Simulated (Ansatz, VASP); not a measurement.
## Two plane-wave programs on Ga

```
Ga
1.0
    -1.35614    1.35614    2.26404
     1.35614   -1.35614    2.26404
     1.35614    1.35614   -2.26404
Ga
1
Cartesian
  0.0000 0.0000 0.0000
```

This isn't the form of Ga at room conditions, which is orthorhombic.

Alike in both runs: task single point; functional PBEsol; k mesh 13 × 13 × 13; occupations fermi-dirac, width 0.05 eV; no spin polarisation.

|  | VASP | Ansatz |
| --- | --- | --- |
| version | VASP 6.6.1 | Ansatz 0.2.0 |
| potentials or method | VASP PAW PBE potentials, release 64 (Ga_d) | Ansatz PAW |
| plane-wave cutoff (eV) | 520 | 420 |
| valence electrons in the cell | 13 | 13 |

```csv
,VASP,Ansatz,Ansatz less VASP
gap on the k mesh at the Fermi level (eV),none,none,-
pressure (GPa),4.2,4.1,-0.06
largest component of the traceless stress (GPa),0.66,0.65,-0.009
```

A gap of «none» marks a metal or a gap that the smearing closes.

Caveats: the PAW data sets were made with another functional, which shifts forces and pressure a little (VASP); the PAW data sets come from PBE, with cores solved anew for the run's functional, which leaves a small shift of forces and pressure (Ansatz).
